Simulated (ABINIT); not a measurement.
Crystal: CuCl2.

```
CELL_PARAMETERS angstrom
-2.25486 2.25486 6.85990
2.25486 -2.25486 6.85990
2.25486 2.25486 -6.85990
ATOMIC_POSITIONS crystal
Cu 0.00000 0.00000 0.00000
Cl 0.00000 0.50000 0.50000
Cl 0.50000 0.00000 0.50000
```

Measurements of this composition are mostly on another form, of space group No. 12.

* Program: ABINIT 10.8.3 (patched build)
* Task: relaxation of cell and atoms
* Functional: LDA
* Potentials or basis: JTH PAW LDA v2.0
* Cutoff: 707 eV
* k mesh: 4 × 4 × 4
* Occupations: fermi-dirac, width 0.05 eV
* Spin: no spin polarisation

At the start: pressure -1.9 GPa; volume 46.50 Å³/atom.

Task: Where does the relaxation end?

Result: Over 5 steps the energy falls by 23.0 meV/atom and the volume is 44.09 Å³/atom (-5.2 %); space group I4/mmm (No. 139, to 0.05 Å).

Step by step:
```tsv
step	energy change (eV)	largest force (eV/Å)	pressure (GPa)	volume (Å³)
1	0.0000	0.0000	-1.90	139.51
2	-0.0138	0.0000	-1.72	138.70
3	-0.0680	0.0000	0.25	131.50
4	-0.0689	0.0000	-0.03	132.35
5	-0.0689	0.0000	0.00	132.26
```

Final structure:
```
Cu Cl
1.0
    -2.19540    2.19540    6.86029
     2.19540   -2.19540    6.86029
     2.19540    2.19540   -6.86029
Cu Cl
1 2
Cartesian
  0.0000 0.0000 0.0000
  2.1954 0.0000 0.0000
  0.0000 2.1954 0.0000
```

Caveat: the k mesh is coarse (spacing up to 0.49 Å⁻¹), so the values aren't converged; an odd number of electrons without spin polarisation forces a metal; a magnetic or distorted state may lie lower; the run has no spin polarisation, though such a crystal can be magnetic.
